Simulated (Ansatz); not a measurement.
# GaAs: how the settings move a relaxation

How sensitive is a relaxation of GaAs to its settings? A reference run comes first, then one run with altered input.

Computed with Ansatz 0.2.0 (reference: DFT, PBEsol, PAW with Ansatz's default frozen-core files, scalar-relativistic; relaxation of cell and atoms, unless a step's input says otherwise).

## Step 1: The structure to begin with

Symmetry: F-43m, No. 216, cubic system. Conventional cell: a = 5.654 Å, b = 5.654 Å, c = 5.654 Å, α = 90.00°, β = 90.00°, γ = 90.00°. Around Ga (site symmetry -43m) lie 4 As at 2.45 Å. Around As (site symmetry -43m) lie 4 Ga at 2.45 Å.

Structure file:

```
Ga As
1.0
     0.00000    2.82685    2.82685
     2.82685    0.00000    2.82685
     2.82685    2.82685    0.00000
Ga As
1 1
Direct
  0.00000 0.00000 0.00000
  0.75000 0.75000 0.75000
```

## Step 2: The reference run

The input, input.yaml:

```yaml
crystal:
  lattice:
    - [0.0, 2.82685, 2.82685]
    - [2.82685, 0.0, 2.82685]
    - [2.82685, 2.82685, 0.0]
  atoms:
    - { symbol: Ga, position: [0.0, 0.0, 0.0] }
    - { symbol: As, position: [0.75, 0.75, 0.75] }
kpoints:
  mp_grid: { grid: [14, 14, 14] }
scf:
  occupations: { method: fermi_dirac, width: 0.05 }
hamiltonian:
  xc: pbesol
  pseudopotentials: { kind: paw }
relax:
  f_tol: 0.002
  max_steps: 80
  cell: {}
output:
  forces: true
  stress: true
```

Launch:

```bash
ansatz run input.yaml --threads 1 --pin off --max-ram 2560MiB --backend cpu --events-out ev --progress --plain --runs-dir out
```

From the output:

```text
[...]
Basis set: ecut = 420 eV, 893 PW (Γ), exchange–correlation on 54×54×54 points (8 copies of the dense FFT grid, shifted against one another)
[...]
k-points: 104 of 2744 (time reversal used)
[...]
SCF iter   1: F=—  HF=-8556.863370 eV  |F-HF|=—  |Δ(HF+E_count)|=         —  Δρ=3.40e-3  dr2=8.35e-3  ethr=1.77e-3  ⟨swp⟩=5.9  Hψ=9021  notcnv=0
preconditioner: auto → none  [insulator: Δε(μ)=0.429 eV  Ē_g=15.399 eV  σ=0.050 eV  W_gap=0.96  n_scr=14 (ndim 8)  ℏωp=23.4 eV  f_vac=0.086  D(μ)=0.00/eV (n_scr^D=0)  ε∞_Penn≈3.3]
SCF iter   2: F=—  HF=-8556.860090 eV  |F-HF|=—  |Δ(HF+E_count)|=   3.28e-3  Δρ=1.23e-3  dr2=6.30e-4  ethr=2.98e-5  ⟨swp⟩=2.2  Hψ=3727  notcnv=0
[...]
relax step   1: F+E_penalty+E_count = -8556.86011704 eV  Δ(F+E_penalty+E_count) = +0.000e0 eV  max|allowed force component| = 1.191e-16 eV/Å  Δτ_max = 0.0000 Å  P = +0.212 GPa  Ω = 45.179 Å³  (6 SCF iters, dr2 threshold 1.00e-7 eV, accepted)
[...]
relax step   2: F+E_penalty+E_count = -8556.86018391 eV  Δ(F+E_penalty+E_count) = -6.688e-5 eV  max|allowed force component| = 3.404e-17 eV/Å  Δτ_max = 0.0000 Å  P = +0.039 GPa  Ω = 45.292 Å³  energy of the carried Pulay correction = -2.111e-5 eV  (3 SCF iters
[...]
SCF iter   4: F=—  HF=-8556.860205 eV  |F-HF|=—  |Δ(HF+E_count)|=   1.20e-9  Δρ=3.85e-7  dr2=5.88e-11  ethr=4.78e-12  ⟨swp⟩=2.0  Hψ=2787  notcnv=0
SCF iter   5: F=-8556.860205 eV  HF=-8556.860205 eV  |F-HF|=1.82e-12  |Δ(HF+E_count)|=  4.55e-11  Δρ=8.00e-8  dr2=3.52e-12  ethr=1.00e-12  ⟨swp⟩=5.4  Hψ=8126  notcnv=0
[...]
relax step   3: F+E_penalty+E_count = -8556.86020468 eV  Δ(F+E_penalty+E_count) = -2.077e-5 eV  max|allowed force component| = 1.702e-17 eV/Å  Δτ_max = 0.0000 Å  P = +0.039 GPa  Ω = 45.292 Å³  stress off target by 3.88e-2 GPa  SCF on the basis re-selected at t
[...]
SCF converged after 5 iterations
Free energy (F): -8556.860205 eV
[...]
E sigma→0 (E₀):  -8556.860196 eV
[...]
Fermi energy:    8.281449 eV
[...]
  P = ⅓ Tr σ = 0.0388 GPa (0.388 kbar)
--- Relaxed structure (2 steps of the walk, 2 accepted, 1 SCFs on fresh bases) ---
[...]
```

Run time: 14 s. Hardware: 1 thread of AMD EPYC 7R43 (Zen 3), shared host; peak memory 0.46 GiB.

## Step 3: The same system, input altered

Changes to input.yaml since step 2:

```diff
@@ -9,5 +9,5 @@
 kpoints:
-  mp_grid: { grid: [14, 14, 14] }
+  mp_grid: { grid: [12, 12, 12] }
 scf:
-  occupations: { method: fermi_dirac, width: 0.05 }
+  occupations: { method: fixed }
 hamiltonian:
@@ -22 +22,3 @@
   stress: true
+basis:
+  xc_grid: 3
```

Launch:

```bash
ansatz run input.yaml --threads 1 --pin off --max-ram 2560MiB --backend cpu --events-out ev --progress --plain --runs-dir out
```

The program printed:

```text
Engine: ansatz 0.2.0
Pseudopotentials: kind: paw
Pseudopotential: Ga, paw, valence charge 13, recommended cutoff 420 eV (normal), Ga.paw.azcp
Pseudopotential: As, paw, valence charge 15, recommended cutoff 420 eV (normal), As.paw.azcp
Functional definition: PBEsol
  exchange = pbesol_x
  correlation = pbesol_c
Crystal: 2 atoms, lattice volume = 45.179 Å³
Basis set: ecut = 420 eV, 893 PW (Γ), exchange–correlation on 81×81×81 points (27 copies of the dense FFT grid, shifted against one another)
Bands: 18, of which v1, the nominal top of the filled ones, is band 14 counted from 1 (13 counted from 0)
Symmetry: 24 space group operations
Space group: F-43m (ITA 216), of the structure as read, at distance tolerance 3.6e-5 Å
k-points: 72 of 1728 (time reversal used)
Non-local potential: Ga, projectors of the file, l = 0: 2, l = 1: 2, l = 2: 3, l = 3: 1
Non-local potential: As, projectors of the file, l = 0: 2, l = 1: 2, l = 2: 3, l = 3: 1
PAW form: soft (Blöchl's): semilocal exchange-correlation on the pseudo side does not see the compensation charge
PAW frozen core: Ga, regenerated for the run's functional, and the local potential with it (the file was generated under x = pbe(κ = 0.804, μ = 0.2195149727645171), c = pbe(β = 0.06672455060314922))
PAW frozen core: As, regenerated for the run's functional, and the local potential with it (the file was generated under x = pbe(κ = 0.804, μ = 0.2195149727645171), c = pbe(β = 0.06672455060314922))
PAW one-centre angular grid: Ga, 590 points (default); XC on 64 Gauss nodes
PAW one-centre angular grid: As, 590 points (default); XC on 64 Gauss nodes
Initial density: superposition of atomic densities (neutral atoms: chi_scale 0, normalization atom), corrected by the library's trained network
Initial wavefunctions: pseudopotential atomic-orbital guess
Functional: x = pbesol(κ = 0.804, μ = 0.12345679012345678), c = pbesol(β = 0.046)
SCF iter   1: F=—  HF=-8556.863125 eV  |F-HF|=—  |Δ(HF+E_count)|=         —  Δρ=3.37e-3  dr2=8.29e-3  ethr=1.77e-3  ⟨swp⟩=4.8  Hψ=5405  notcnv=0  defer=118
preconditioner: auto → none  [insulator: Δε(μ)=0.429 eV  Ē_g=15.399 eV  n_scr=14 (ndim 8)  ℏωp=23.4 eV  f_vac=0.086  ε∞_Penn≈3.3]
SCF iter   2: F=—  HF=-8556.859814 eV  |F-HF|=—  |Δ(HF+E_count)|=   3.31e-3  Δρ=1.24e-3  dr2=6.48e-4  ethr=2.96e-5  ⟨swp⟩=2.3  Hψ=2472  notcnv=0  defer=134
SCF iter   3: F=—  HF=-8556.859823 eV  |F-HF|=—  |Δ(HF+E_count)|=   9.12e-6  Δρ=4.61e-4  dr2=9.86e-5  ethr=2.32e-6  ⟨swp⟩=2.0  Hψ=2095  notcnv=0  defer=137
SCF iter   4: F=—  HF=-8556.859824 eV  |F-HF|=—  |Δ(HF+E_count)|=   9.77e-7  Δρ=2.19e-4  dr2=1.30e-5  ethr=3.52e-7  ⟨swp⟩=2.0  Hψ=2056  notcnv=0  defer=136
SCF iter   5: F=—  HF=-8556.859830 eV  |F-HF|=—  |Δ(HF+E_count)|=   5.47e-6  Δρ=4.04e-5  dr2=4.10e-7  ethr=4.63e-8  ⟨swp⟩=2.0  Hψ=1944  notcnv=0  defer=137
SCF iter   6: F=-8556.859830 eV  HF=-8556.859830 eV  |F-HF|=3.53e-9  |Δ(HF+E_count)|=   3.89e-7  Δρ=3.90e-6  dr2=5.15e-9  ethr=3.57e-10  ⟨swp⟩=4.0  Hψ=4410  notcnv=0
SCF 1 converged in 6 iterations: F = -8556.859830 eV  dr2 = 5.15e-9
relax step   1: F+E_penalty+E_count = -8556.85983015 eV  Δ(F+E_penalty+E_count) = +0.000e0 eV  max|allowed force component| = 9.252e-17 eV/Å  Δτ_max = 0.0000 Å  P = +0.207 GPa  Ω = 45.179 Å³  (6 SCF iters, dr2 threshold 1.00e-7 eV, accepted)
Crystal: 2 atoms, lattice volume = 45.289 Å³
Initial density: handed on by an earlier stage of this run
Initial wavefunctions: those handed on with the density
iter 1 solved again at ethr=1.84e-8 eV; its pass at ethr=3.10e-3 eV (dr2=5.14e-6 eV) is discarded
SCF iter   1: F=—  HF=-8556.859894 eV  |F-HF|=—  |Δ(HF+E_count)|=         —  Δρ=9.27e-5  dr2=4.96e-6  ethr=1.84e-8  ⟨swp⟩=2.0  Hψ=6352  notcnv=0
automatic band count: iteration 1 solves 17 bands in place of 18: the levels show a gap, and the empty bands left out lie too high to hold charge; the band table lists the bands solved (type scf.n_extra_bands for more)
preconditioner: auto → none  [insulator: Δε(μ)=0.424 eV  Ē_g=14.665 eV  n_scr=14 (ndim 8)  ℏωp=23.4 eV  f_vac=0.071  ε∞_Penn≈3.5]
SCF iter   2: F=—  HF=-8556.859893 eV  |F-HF|=—  |Δ(HF+E_count)|=   3.87e-7  Δρ=4.31e-5  dr2=8.48e-7  ethr=1.77e-8  ⟨swp⟩=2.0  Hψ=1375  notcnv=0
SCF iter   3: F=-8556.859893 eV  HF=-8556.859893 eV  |F-HF|=4.50e-8  |Δ(HF+E_count)|=   1.34e-7  Δρ=8.34e-6  dr2=4.17e-8  ethr=3.82e-10  ⟨swp⟩=2.9  Hψ=5101  notcnv=0
SCF 2 converged in 3 iterations: F = -8556.859893 eV  dr2 = 4.17e-8
relax step   2: F+E_penalty+E_count = -8556.85989325 eV  Δ(F+E_penalty+E_count) = -6.310e-5 eV  max|allowed force component| = 3.708e-17 eV/Å  Δτ_max = 0.0000 Å  P = +0.037 GPa  Ω = 45.289 Å³  energy of the carried Pulay correction = -2.046e-5 eV  (3 SCF iters, dr2 threshold 1.07e-7 eV, accepted)
Initial wavefunctions: pseudopotential atomic-orbital guess (no wavefunctions were taken with the density)
iter 1 solved again at ethr=2.67e-7 eV; its pass at ethr=3.10e-3 eV (dr2=7.47e-5 eV) is discarded
SCF iter   1: F=—  HF=-8556.859907 eV  |F-HF|=—  |Δ(HF+E_count)|=         —  Δρ=8.18e-6  dr2=4.14e-8  ethr=2.67e-7  ⟨swp⟩=2.0  Hψ=8365  notcnv=0  defer=134
eigensolver tolerance schedule: the retry pair's looser diagonalisation over-reported the residual by 1804.42 of it (diagonalisation noise at 0.18 of the residual, at the tolerance the schedule requests for it); recorded, not acted on — ethr = c·dr2/N_el stays at c = 1.0e-1
preconditioner: auto → none  [insulator: Δε(μ)=0.424 eV  Ē_g=15.408 eV  n_scr=14 (ndim 8)  ℏωp=23.4 eV  f_vac=0.071  ε∞_Penn≈3.3]
SCF iter   2: F=—  HF=-8556.859907 eV  |F-HF|=—  |Δ(HF+E_count)|=   1.92e-7  Δρ=4.46e-6  dr2=6.07e-9  ethr=1.48e-10  ⟨swp⟩=2.0  Hψ=2304  notcnv=0  defer=16
SCF iter   3: F=—  HF=-8556.859907 eV  |F-HF|=—  |Δ(HF+E_count)|=   2.08e-9  Δρ=1.95e-6  dr2=1.28e-9  ethr=2.17e-11  ⟨swp⟩=2.9  Hψ=2366  notcnv=0  defer=16
SCF iter   4: F=—  HF=-8556.859907 eV  |F-HF|=—  |Δ(HF+E_count)|=   1.05e-9  Δρ=7.39e-7  dr2=1.79e-10  ethr=4.59e-12  ⟨swp⟩=2.5  Hψ=1787  notcnv=0  defer=16
SCF iter   5: F=-8556.859907 eV  HF=-8556.859907 eV  |F-HF|=5.46e-12  |Δ(HF+E_count)|=  8.55e-11  Δρ=1.07e-7  dr2=4.46e-12  ethr=1.00e-12  ⟨swp⟩=4.1  Hψ=6276  notcnv=0
SCF 3 converged in 5 iterations: F = -8556.859907 eV  dr2 = 4.46e-12
relax step   3: F+E_penalty+E_count = -8556.85990721 eV  Δ(F+E_penalty+E_count) = -1.396e-5 eV  max|allowed force component| = 1.677e-17 eV/Å  Δτ_max = 0.0000 Å  P = +0.038 GPa  Ω = 45.289 Å³  stress off target by 3.78e-2 GPa  SCF on the basis re-selected at this cell (its energy is not comparable with the rows above)  (5 SCF iters)
basis re-selected at this cell: Δ(F+E_penalty+E_count) = -1.396e-5 eV, ΔP = +0.000 GPa vs the last step (what re-selecting the basis moved, of the pressure what is left beyond the Pulay correction that the steps carried, after the strain that the cell walked since its last selection, with what the two solves' SCF thresholds leave and, on support functions, any second-order correction that the steps lacked; it is no measure of the basis error at this ecutwfc). This SCF's stress stands 3.78e-2 GPa from its target on what of the cell is left free (relax.cell.stress_tol is 5.00e-2 GPa) and its largest allowed force component is 1.68e-17 eV/Å (relax.f_tol is 2.00e-3 eV/Å): within both
SCF converged after 5 iterations
Free energy (F): -8556.859907 eV
Harris-Foulkes:  -8556.859907 eV  (|F-HF|=5.46e-12)
Internal energy: -8556.859907 eV  (E = F + TS)
E sigma→0 (E₀):  -8556.859907 eV
Fermi energy:    8.016031 eV
--- Per-component energies (eV) ---
  E_band       = -317.043372
  E_kinetic    = 219.353085
  E_local      = -3922.339892  (includes V_loc(G=0)·N_el)
  E_nonlocal   = -242.313995
  E_hartree    = 1973.097195
  E_xc         = -147.232924
  E_vxc        = -137.416974  (∫ρ·V_xc dr)
  E_paw        = -3742.706992  (= ΣΔE_a)
  E_vpaw       = -180.519872  (= ΣTr[D̂ρ^β])
  E_aug_tail   = -0.000137  (compensation charges beyond the density's cutoff)
  E_ewald      = -2696.545654
  E_core_change = 1.829407  (= ΣΔE_core)
  E_smearing   = -0.000000  (= −TS)
  E_closure    = 0.000000  (closes the sum)
  Σ components = -8556.859907   (vs F -8556.859907, Δ=0.00e0)
--- Forces (eV/Å), atoms counted from 1 ---
  atom   1  Ga    -0.00000000    -0.00000000     0.00000000
  atom   2  As     0.00000000     0.00000000    -0.00000000
  max |Σ_I F_I| component: 2.20e-17 eV/Å
--- Stress (GPa, compression-positive) ---
        0.037818       0.000000       0.000000
        0.000000       0.037818       0.000000
        0.000000       0.000000       0.037818
  P = ⅓ Tr σ = 0.0378 GPa (0.378 kbar)
--- Relaxed structure (2 steps of the walk, 2 accepted, 1 SCFs on fresh bases) ---
  F+E_penalty+E_count = -8556.85990721 eV   max|allowed force component| = 1.677e-17 eV/Å   (the final SCF, on the basis selected at the relaxed cell)
  cell:  # Å, volume = 45.2889 Å³
    - [2.165533113980625e-34, 2.8291375790323197, 2.8291375790323197]
    - [2.8291375790323197, 3.936174895411843e-33, 2.8291375790323197]
    - [2.8291375790323197, 2.8291375790323197, 2.8024546180925743e-33]
  atoms:
    - { symbol: Ga, position: [5.0600640964770084e-34, -5.727169320977484e-34, -5.173613921923898e-34] }
    - { symbol: As, position: [0.7499999999999999, 0.7499999999999999, 0.7499999999999999] }
```

Run time: 11 s. Hardware: 1 thread of AMD EPYC 7R43 (Zen 3), shared host; peak memory 0.46 GiB.

## Step 4: Checking the result

The program finished normally. Convergence says nothing about whether the input makes sense.

Fixed occupations are right only where a gap separates filled from empty bands at every k-point. This system has one (0.42 eV on the mesh), so they are sound here.

The occupations need no remedy; a run with other occupations serves as a check.

Changing the k-point mesh, smearing and numerical grids hardly moves the energy: +0.1 meV/atom.

## Step 5: All runs together

| run | ending | energy change | pressure (GPa) | gap (eV) | force (eV/Å) | cycles | time |
| --- | --- | --- | --- | --- | --- | --- | --- |
| reference | converged | 0 | 0.0 | 0.42 | 0.00 | 14 | 14 s |
| 1: mp_grid.grid [12, 12, 12], occupations.method fixed, xc_grid 3 | converged | +0.1 meV/atom (σ→0) | 0.0 | 0.42 | 0.00 | 14 | 11 s |

What this shows: Changing the k-point mesh, smearing and numerical grids leaves the energy as it was (+0.1 meV/atom).
